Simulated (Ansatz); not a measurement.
# W (Fm-3m) in Ansatz: notebook

Aim: see how the results for W move with the level of theory and the settings. Levels: LDA, PBEsol. Tasks: band structure.

Program: Ansatz 0.2.0. These are calculated values, not measurements. Logs are shortened: lines on timing, memory, paths and dates and some standing lists are left out, and cuts for length are marked.

## 1. The structure

The structure is cubic, space group Fm-3m (No. 225). The conventional cell has a = 4.060 Å, b = 4.060 Å, c = 4.060 Å, α = 90.00°, β = 90.00°, γ = 90.00°. W (site symmetry m-3m) has 12 W at 2.87 Å as nearest neighbours.

This isn't the form of W at room conditions, which is bcc.

## 2. Band structure, LDA

input.yaml reads:

```yaml
crystal:
  lattice:
    - [0.0, 2.03, 2.03]
    - [2.03, 0.0, 2.03]
    - [2.03, 2.03, 0.0]
  atoms:
    - { symbol: W, position: [0.0, 0.0, 0.0] }
kpoints:
  mp_grid: { grid: [11, 11, 11] }
  band_path:
    path:
      - [0.0, 0.0, 0.0]
      - [0.5, 0.0, 0.5]
      - [0.5, 0.25, 0.75]
      - [0.375, 0.375, 0.75]
      - [0.0, 0.0, 0.0]
      - [0.5, 0.5, 0.5]
      - [0.625, 0.25, 0.625]
      - [0.5, 0.25, 0.75]
    npoints: 10
scf:
  occupations: { method: fermi_dirac, width: 0.05 }
hamiltonian:
  xc: lda
  pseudopotentials: { kind: all_electron, lapw: { basis_error: 0.001 } }
output:
  forces: true
  stress: true
  eigenvalues: true
```

Potentials or basis: all-electron LAPW, scalar-relativistic.

Launch:

```bash
$ ansatz run input.yaml --threads 1 --pin off --max-ram 3072MiB --backend cpu --events-out ev --progress --plain --runs-dir out
```

What it wrote:

```text
Warning: RAYON_NUM_THREADS=1 ignored (pool sized by the plan → 1); use --threads N
LAPW: plane waves up to 8.149 Å⁻¹, error target 1.0e-3 eV per atom; small_component_spin mean_spin; W in spheres of 1.435 Å, 38 of its electrons in bands, Dirac shells [] (how accurate: hamiltonian.pseudopotentials.lapw.basis_error, Limitations)
Engine: ansatz 0.2.0, x86_64-unknown-linux-gnu
Pseudopotentials: kind: all_electron
Pseudopotential: W, LAPW, valence charge 38, lapw/all_electron/scalar/gaussian/W, Koelling and Harmon's equation, gaussian nucleus
Functional definition: SPW92
  exchange = slater_x
  correlation = pw_c
Crystal: 1 atoms, lattice volume = 16.731 Å³
Basis set: ecut = 252.98961002458802 eV, 169 PW (Γ), exchange–correlation at level 2
Bands: 23, of which v1, the nominal top of the filled ones, is band 19 counted from 1 (18 counted from 0)
Symmetry: 48 space group operations
Space group: Fm-3m (ITA 225), of the structure as read, at distance tolerance 2.6e-5 Å
k-points: 56 of 1331
Non-local potential: W, projectors of the file, none
Initial density: superposition of atomic densities (chi_scale 0.1, normalization cell)
Initial wavefunctions: plane waves of lowest kinetic energy (no species holds an atomic orbital)
Functional: x = slater, c = lda
iter 1 solved again at ethr=1.94e-4 eV; its pass at ethr=1.00e-1 eV (dr2=7.37e-2 eV) is discarded
SCF iter   1: F=—  HF=-438947.095654 eV  |F-HF|=—  |Δ(HF+E_count)|=         —  Δρ=2.90e-2  dr2=7.42e-2  ethr=1.94e-4  ⟨swp⟩=2.9  Hψ=8145  notcnv=0
preconditioner: auto → Kerker (q_TF=auto, 3.128 Å⁻¹)  [metal: Δε(μ)=0.043 eV  Ē_g=29.263 eV  σ=0.050 eV  W_gap=0.21  n_scr=14 (ndim 8)  ℏωp=46.3 eV  f_vac=0.000  D(μ)=1.18/eV (n_scr^D=14)]
SCF iter   2: F=—  HF=-438946.899750 eV  |F-HF|=—  |Δ(HF+E_count)|=   1.96e-1  Δρ=1.45e-2  dr2=2.26e-2  ethr=1.94e-4  ⟨swp⟩=2.0  Hψ=4034  notcnv=0
SCF iter   3: F=—  HF=-438946.883343 eV  |F-HF|=—  |Δ(HF+E_count)|=   1.64e-2  Δρ=9.36e-3  dr2=1.06e-2  ethr=5.94e-5  ⟨swp⟩=2.0  Hψ=3823  notcnv=0
SCF iter   4: F=—  HF=-438946.879310 eV  |F-HF|=—  |Δ(HF+E_count)|=         —  Δρ=5.30e-3  dr2=3.86e-3  ethr=2.78e-5  ⟨swp⟩=2.0  Hψ=3823  notcnv=0
the basis was enlarged: its passes take 452.0 KiB over the memory plan, 1 of 1 planned eigensolver slots
iter 5 solved again at ethr=7.75e-7 eV; its pass at ethr=1.02e-5 eV (dr2=2.95e-4 eV) is discarded
SCF iter   5: F=—  HF=-438946.879101 eV  |F-HF|=—  |Δ(HF+E_count)|=   2.09e-4  Δρ=1.33e-3  dr2=2.94e-4  ethr=7.75e-7  ⟨swp⟩=2.0  Hψ=6454  notcnv=0
SCF iter   6: F=—  HF=-438946.879112 eV  |F-HF|=—  |Δ(HF+E_count)|=   1.13e-5  Δρ=3.17e-4  dr2=1.53e-5  ethr=7.73e-7  ⟨swp⟩=2.0  Hψ=3822  notcnv=0
SCF iter   7: F=—  HF=-438946.879111 eV  |F-HF|=—  |Δ(HF+E_count)|=   7.84e-7  Δρ=8.63e-5  dr2=1.37e-6  ethr=4.03e-8  ⟨swp⟩=2.0  Hψ=3822  notcnv=0
SCF iter   8: F=-438946.879111 eV  HF=-438946.879111 eV  |F-HF|=1.54e-8  |Δ(HF+E_count)|=   2.44e-7  Δρ=2.07e-5  dr2=6.27e-8  ethr=3.60e-9  ⟨swp⟩=2.0  Hψ=3822  notcnv=0
SCF 1 converged in 8 iterations: F = -438946.879111 eV  dr2 = 6.27e-8
NSCF: frozen V_eff on 71 k-points
SCF converged after 8 iterations
Free energy (F): -438946.879111 eV
Harris-Foulkes:  -438946.879111 eV  (|F-HF|=1.54e-8)
Internal energy: -438946.870447 eV  (E = F + TS)
E sigma→0 (E₀):  -438946.874779 eV
Entropy (-TS):   -0.008664 eV (-8.664 meV/atom)
Fermi energy:    26.634038 eV
--- Per-component energies (eV) ---
  E_band       = -2088.888692
  E_kinetic    = 491462.008904
  E_xc         = -8575.346573
  E_electrostatic = -921833.532778  (all electrons and nuclei)
  E_smearing   = -0.008664  (= −TS)
  E_closure    = 0.000000  (closes the sum)
  E_atoms      = -438934.780873  (free atoms, spherical and without spin; not in F)
  Σ components = -438946.879111   (vs F -438946.879111, Δ=0.00e0)
  Basis errors (estimates in eV, not in F): energy 2.3e-4 per atom: plane waves 1.9e-4 (9.5e-5 summed), levels above the bands 2.8e-102, relativity 1.1e-8, radial functions 4.4e-5, core shells 6.1e-7; eigenvalues (radial functions only) 2.4e-6; not estimated: angular momenta, meshes, grids; target (lapw.basis_error) 1.0e-3; muffin-tin radii W 1.435 Å
--- Forces (eV/Å), atoms counted from 1 ---
  atom   1  W     -0.00000000     0.00000000     0.00000000
  max |Σ_I F_I| component: 3.45e-31 eV/Å
--- Stress (GPa, compression-positive) ---
      -17.578385       0.000000       0.000000
        0.000000     -17.578385      -0.000000
        0.000000      -0.000000     -17.578385
  P = ⅓ Tr σ = -17.5784 GPa (-175.784 kbar)
--- Band table (eV; the first three rows and the last of 56) ---
  k-point 0: bands = ["-205.6017", "-205.6017", "-205.5787", "-205.5787", "-205.5787", "-46.9567", "-10.6375", "-10.6375", "-10.6375", "-1.2033", "-1.2033", "-1.2033", "-1.1869", "-1.1552", "-1.1552", "-1.1552", "17.8150", "26.0907", "26.0907", "26.0907", "29.0925", "29.0925", "39.5269"]
  k-point 1: bands = ["-205.6017", "-205.6017", "-205.5787", "-205.5787", "-205.5787", "-46.9490", "-10.7288", "-10.6492", "-10.6492", "-1.2038", "-1.2018", "-1.2018", "-1.1847", "-1.1581", "-1.1581", "-1.1550", "18.1672", "25.8383", "26.2500", "26.2500", "28.9584", "28.9584", "40.2055"]
  k-point 2: bands = ["-205.6017", "-205.6017", "-205.5787", "-205.5787", "-205.5787", "-46.9282", "-10.9686", "-10.6806", "-10.6806", "-1.2053", "-1.1977", "-1.1977", "-1.1785", "-1.1658", "-1.1658", "-1.1547", "19.1165", "25.3399", "26.5290", "26.5290", "28.8572", "28.8572", "40.8411"]
  k-point 55: bands = ["-205.6017", "-205.6017", "-205.5787", "-205.5787", "-205.5787", "-46.8274", "-11.3818", "-11.3238", "-11.0203", "-1.1910", "-1.1900", "-1.1883", "-1.1881", "-1.1848", "-1.1807", "-1.1506", "23.0534", "24.2266", "25.1375", "28.0356", "31.9500", "35.5557", "37.2399"]
```

Run time: 8.4 s. Hardware: 1 thread of AMD EPYC 7R43 (Zen 3), shared host; peak memory 0.31 GiB.

What came out:

```
Free energy             : -438946.8791 eV
Pressure                : -17.6 GPa
Band gap along the path : none (metal or under the smearing width)
```

Levels at the corners of the path, in eV from the Fermi level:
```
point  band 16  band 17  band 18  band 19  band 20  band 21  band 22  band 23
    Γ   -27.79    -8.82    -0.54    -0.54    -0.54     2.46     2.46    12.89
    X   -27.78    -5.32    -4.37     3.09     4.83     5.61     5.61    11.63
    W   -27.78    -3.60    -1.93    -1.93     1.24     5.62     9.87    10.57
    K   -27.78    -4.21    -3.16    -0.07     2.54     4.53     7.49    10.19
    Γ   -27.79    -8.82    -0.54    -0.54    -0.54     2.46     2.46    12.89
    L   -27.79    -5.46    -0.77    -0.77     0.74     4.89     4.89     9.96
    U   -27.78    -4.21    -3.16    -0.07     2.54     4.53     7.49    10.19
    W   -27.78    -3.60    -1.93    -1.93     1.24     5.62     9.87    10.57
```

Caveat: spin-orbit coupling is left out, which moves the levels of the heavy elements.

## 3. Band structure, PBEsol

input.yaml, as its differences from that of step 2:

```diff
@@ -23,3 +23,3 @@
 hamiltonian:
-  xc: lda
+  xc: pbesol
   pseudopotentials: { kind: all_electron, lapw: { basis_error: 0.001 } }
```

Potentials or basis: all-electron LAPW, scalar-relativistic.

Launch:

```bash
$ ansatz run input.yaml --threads 1 --pin off --max-ram 3072MiB --backend cpu --events-out ev --progress --plain --runs-dir out
```

What it wrote:

```text
Warning: RAYON_NUM_THREADS=1 ignored (pool sized by the plan → 1); use --threads N
LAPW: plane waves up to 8.148 Å⁻¹, error target 1.0e-3 eV per atom; small_component_spin mean_spin; W in spheres of 1.435 Å, 38 of its electrons in bands, Dirac shells [] (how accurate: hamiltonian.pseudopotentials.lapw.basis_error, Limitations)
Engine: ansatz 0.2.0, x86_64-unknown-linux-gnu
Pseudopotentials: kind: all_electron
Pseudopotential: W, LAPW, valence charge 38, lapw/all_electron/scalar/gaussian/W, Koelling and Harmon's equation, gaussian nucleus
Functional definition: PBEsol
  exchange = pbesol_x
  correlation = pbesol_c
Crystal: 1 atoms, lattice volume = 16.731 Å³
Basis set: ecut = 252.92304610117742 eV, 169 PW (Γ), exchange–correlation at level 2
Bands: 23, of which v1, the nominal top of the filled ones, is band 19 counted from 1 (18 counted from 0)
Symmetry: 48 space group operations
Space group: Fm-3m (ITA 225), of the structure as read, at distance tolerance 2.6e-5 Å
k-points: 56 of 1331
Non-local potential: W, projectors of the file, none
Initial density: superposition of atomic densities (chi_scale 0.1, normalization cell)
Initial wavefunctions: plane waves of lowest kinetic energy (no species holds an atomic orbital)
Functional: x = pbesol(κ = 0.804, μ = 0.12345679012345678), c = pbesol(β = 0.046)
iter 1 solved again at ethr=2.13e-4 eV; its pass at ethr=1.00e-1 eV (dr2=8.11e-2 eV) is discarded
[... 16 lines left out ...]
Internal energy: -439073.464540 eV  (E = F + TS)
E sigma→0 (E₀):  -439073.468856 eV
Entropy (-TS):   -0.008631 eV (-8.631 meV/atom)
Fermi energy:    26.840022 eV
--- Per-component energies (eV) ---
  E_band       = -2083.234087
  E_kinetic    = 491692.414201
  E_xc         = -8702.905214
  E_electrostatic = -922062.973528  (all electrons and nuclei)
  E_smearing   = -0.008631  (= −TS)
  E_closure    = 0.000000  (closes the sum)
  E_atoms      = -439061.712185  (free atoms, spherical and without spin; not in F)
  Σ components = -439073.473171   (vs F -439073.473171, Δ=0.00e0)
  Basis errors (estimates in eV, not in F): energy 2.2e-4 per atom: plane waves 1.8e-4 (9.3e-5 summed), levels above the bands 7.7e-102, relativity 5.3e-8, radial functions 3.4e-5, core shells 6.0e-7; eigenvalues (radial functions only) 2.4e-6; not estimated: angular momenta, meshes, grids; target (lapw.basis_error) 1.0e-3; muffin-tin radii W 1.435 Å
--- Forces (eV/Å), atoms counted from 1 ---
  atom   1  W     -0.00000000     0.00000000    -0.00000000
  max |Σ_I F_I| component: 1.48e-31 eV/Å
--- Stress (GPa, compression-positive) ---
      -12.630644       0.000000      -0.000000
        0.000000     -12.630644      -0.000000
       -0.000000      -0.000000     -12.630644
  P = ⅓ Tr σ = -12.6306 GPa (-126.306 kbar)
--- Band table (eV; the first three rows and the last of 56) ---
  k-point 0: bands = ["-205.6104", "-205.6104", "-205.5870", "-205.5870", "-205.5870", "-46.7567", "-10.4464", "-10.4464", "-10.4464", "-0.9758", "-0.9758", "-0.9758", "-0.9593", "-0.9274", "-0.9274", "-0.9274", "17.9458", "26.2960", "26.2960", "26.2960", "29.3290", "29.3290", "39.6126"]
  k-point 1: bands = ["-205.6104", "-205.6104", "-205.5870", "-205.5870", "-205.5870", "-46.7490", "-10.5377", "-10.4582", "-10.4582", "-0.9762", "-0.9742", "-0.9742", "-0.9571", "-0.9304", "-0.9304", "-0.9273", "18.2975", "26.0384", "26.4554", "26.4554", "29.1927", "29.1927", "40.2949"]
  k-point 2: bands = ["-205.6104", "-205.6104", "-205.5870", "-205.5870", "-205.5870", "-46.7282", "-10.7776", "-10.4895", "-10.4895", "-0.9777", "-0.9702", "-0.9702", "-0.9509", "-0.9381", "-0.9381", "-0.9269", "19.2468", "25.5270", "26.7358", "26.7358", "29.0864", "29.0864", "40.9316"]
  k-point 55: bands = ["-205.6104", "-205.6104", "-205.5870", "-205.5870", "-205.5870", "-46.6273", "-11.1906", "-11.1325", "-10.8290", "-0.9634", "-0.9623", "-0.9607", "-0.9605", "-0.9572", "-0.9530", "-0.9228", "23.2155", "24.3919", "25.3002", "28.2465", "32.1722", "35.7589", "37.3904"]
```

Run time: 9.2 s. Hardware: 1 thread of AMD EPYC 7R43 (Zen 3), shared host; peak memory 0.32 GiB.

What came out:

| Quantity | Value |
| --- | --- |
| Free energy | -439073.4732 eV |
| Pressure | -12.6 GPa |
| Band gap along the path | none (metal or under the smearing width) |

Levels at the corners of the path, in eV from the Fermi level:
| point | band 17 | band 18 | band 19 | band 20 | band 21 | band 22 |
| --- | --- | --- | --- | --- | --- | --- |
| Γ | -8.89 | -0.54 | -0.54 | -0.54 | 2.49 | 2.49 |
| X | -5.36 | -4.40 | 2.97 | 4.87 | 5.63 | 5.63 |
| W | -3.64 | -1.97 | -1.97 | 1.24 | 5.64 | 9.90 |
| K | -4.25 | -3.20 | -0.12 | 2.56 | 4.55 | 7.47 |
| Γ | -8.89 | -0.54 | -0.54 | -0.54 | 2.49 | 2.49 |
| L | -5.50 | -0.77 | -0.77 | 0.61 | 4.91 | 4.91 |
| U | -4.25 | -3.20 | -0.12 | 2.56 | 4.55 | 7.47 |
| W | -3.64 | -1.97 | -1.97 | 1.24 | 5.64 | 9.90 |

Caveat: spin-orbit coupling is left out, which moves the levels of the heavy elements.
